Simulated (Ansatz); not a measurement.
# AlO2: do energies and stresses tell the same story?

All numbers below come from DFT PBEsol, scalar-relativistic, plane waves, PAW in Ansatz 0.2.0.

Plane waves to 420 eV, a k mesh through Γ of 4×12×8 on the computed 12-atom cell and Gaussian smearing (0.10 eV); collinear spin from starting moments 0 0 0 0 0 0 0 0 0.9 0.9 0.9 0.9 μB.

Relaxed cell: Pnma, a = 9.260 Å, b = 2.883 Å, c = 4.789 Å, α = 90.00°, β = 90.00°, γ = 90.00°, 12 atoms in the primitive cell. Whether it is the stable form of this composition wasn't checked.

Energies at zero smearing and pressures from the stress tensor, at volumes with shape and atoms relaxed:
| V (Å³/atom) | E − E(first) (meV/atom) | P (GPa) |
| --- | --- | --- |
| 9.694 | 0.00 | 2.87 |
| 10.013 | -6.97 | 3.40 |
| 10.333 | -12.75 | 2.23 |
| 10.652 | -15.30 | 0.01 |
| 10.972 | -12.21 | -3.22 |
| 11.292 | -2.54 | -6.46 |
| 11.718 | 19.83 | -10.28 |

Problem. Check P = −dE/dV between neighbouring volumes, and get the bulk modulus from the pressures alone.

Solution. With 1 eV/Å³ = 160.2 GPa:
```json
{"middle V (Å³/atom)": "9.854", "−ΔE/ΔV (GPa)": "3.495", "mean P (GPa)": "3.139"}
{"middle V (Å³/atom)": "10.173", "−ΔE/ΔV (GPa)": "2.899", "mean P (GPa)": "2.816"}
{"middle V (Å³/atom)": "10.493", "−ΔE/ΔV (GPa)": "1.277", "mean P (GPa)": "1.117"}
{"middle V (Å³/atom)": "10.812", "−ΔE/ΔV (GPa)": "-1.547", "mean P (GPa)": "-1.607"}
{"middle V (Å³/atom)": "11.132", "−ΔE/ΔV (GPa)": "-4.849", "mean P (GPa)": "-4.839"}
{"middle V (Å³/atom)": "11.505", "−ΔE/ΔV (GPa)": "-8.412", "mean P (GPa)": "-8.369"}
```

The two differ by 0.36 GPa at most. The mean of two end pressures misses the average over a step by about ΔV² P″/12, up to 0.15 GPa here; with that taken off 0.21 GPa remains, from the smearing term (the stress is the derivative of the free energy), the finite cutoff, the mesh or the relaxation's tolerance. Around V = 10.652 Å³/atom, the two neighbours give B = −V ΔP/ΔV = 10.652 × 5.45 / 0.639 = 90.8 GPa, against B0 = 85.5 GPa from the Birch–Murnaghan fit of the energies, which describes these points poorly (B0' = -9.2).

Only this magnetic start was tried.

1 further run of this set didn't finish or converge.